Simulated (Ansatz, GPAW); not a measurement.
This is a calculation of BAs for GPAW 26.7.0 (ASE script). 

The input run.py:

```python
from ase import Atoms
from ase.dft.bandgap import bandgap
from ase.io import write
from ase.units import GPa
from gpaw import GPAW, PW

atoms = Atoms(['As', 'B'],
              cell=[[0.0, 2.3885, 2.3885],
                    [2.3885, 0.0, 2.3885],
                    [2.3885, 2.3885, 0.0]],
              scaled_positions=[[0.75, 0.75, 0.75],
                                [0.0, 0.0, 0.0]],
              pbc=True)

calc = GPAW(mode=PW(800),
            xc='PBE',
            kpts={'size': (10, 10, 10), 'gamma': True},
            occupations={'name': 'methfessel-paxton', 'order': 0, 'width': 0.015},
            nbands=11,
            convergence={'density': 1e-05, 'energy': 1e-05},
            maxiter=150,
            txt='gpaw.txt')
atoms.calc = calc
energy = atoms.get_potential_energy()
forces = atoms.get_forces()
stress = atoms.get_stress()
calc.write('gs.gpw')
write('result.traj', atoms)
print(f'Energy: {energy:.6f} eV')
print('Forces (eV/A):')
print(forces.round(4))
print('Stress (GPa):', (stress / GPa).round(3))
print('Fermi level:', round(calc.get_fermi_level(), 4), 'eV')
print(f'Gap: {bandgap(calc)[0]:.4f} eV, direct: {bandgap(calc, direct=True)[0]:.4f} eV')
```

Potentials or basis: GPAW PAW data sets (gpaw-data 1.2.1), pw.

The run is started by

```console
$ OMP_NUM_THREADS=1 python run.py
```

Task: What does the same run look like in Ansatz 0.2.0? Potentials or basis there: Ansatz PAW, cutoff 420 eV.

Result: As run (cutoffs and basis follow the program's own potentials, and thresholds, step limits or extra output files can differ):

File input.yaml:

```yaml
crystal:
  lattice:
    - [0.0, 2.3885, 2.3885]
    - [2.3885, 0.0, 2.3885]
    - [2.3885, 2.3885, 0.0]
  atoms:
    - { symbol: As, position: [0.75, 0.75, 0.75] }
    - { symbol: B, position: [0.0, 0.0, 0.0] }
hamiltonian:
  xc: pbe
  pseudopotentials: { kind: paw }
kpoints:
  mp_grid: { grid: [10, 10, 10] }
scf:
  occupations: { method: gaussian, width: 0.015 }
output:
  forces: true
  stress: true
  eigenvalues: true
```

Potentials or basis: Ansatz PAW.

The run is started by

```sh
$ ansatz run input.yaml --threads 2 --pin off --max-ram 5632MiB --backend cpu --events-out ev --progress --plain --runs-dir out
```

Both were run:

|  | GPAW | Ansatz |
| --- | --- | --- |
| Pressure | 3.3 GPa | 2.8 GPa |

Ansatz's pressure holds a Pulay term of +0.10 GPa for its cutoff of 420 eV, which the other run lacks.

The potentials hold 8 and 18 valence electrons a cell.

Where Ansatz's input types no cutoff or centring, it takes its own default and a Γ-centred mesh.

Pressure is positive in compression.
